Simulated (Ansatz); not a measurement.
## Ge: energy along a strain

Ge, Cmmm, a = 2.794 Å, b = 5.201 Å, c = 2.698 Å (as given, not relaxed at this level: -3.1 GPa). This isn't the element's structure at ambient conditions. Ansatz: r2SCAN, PAW, 500 eV, Γ-centred 20×20×18 mesh on 1 atom, Gaussian smearing 0.15 eV; no spin polarisation. Cell vectors (Å): 1.397 -2.601 0.000; 1.397 2.601 0.000; 0.000 0.000 2.698. The cell is strained by x per cent times the pattern (0 0 0 1 0 0) in the order xx yy zz yz xz xy (engineering shears), with fractional coordinates held. y is the free energy over the start, V0 = 19.607 Å³/atom. Symmetry makes y even in x. Points with a strain past 8.5 % were computed too (2) and aren't used here.

| x (%) | y (meV/atom) |
| --- | --- |
| -5.00 | 6.05 |
| 0.00 | 0.00 |
| 2.50 | 1.47 |
| 3.75 | 3.36 |
| 6.25 | 9.58 |
| 7.50 | ? |

Task: Fit y = c2 x² + c4 x⁴ to the other rows, get the stiffness along the pattern, and predict the missing energy.

Result: Least squares on the rows shown. y = 0.2354 x² + 0.0002544 x⁴. The clamped-ion stiffness p·C·p = 2 × 2.354 eV × 160.2 / 19.607 Å³ = 38 GPa, which is C44 in these axes (second derivative at the start, which stands under stress). At x = 7.50 the fit asked for gives 14.05 meV/atom. The run gave 13.95 meV/atom, so the fit is 0.10 meV/atom too high, a small miss on the scale of the series.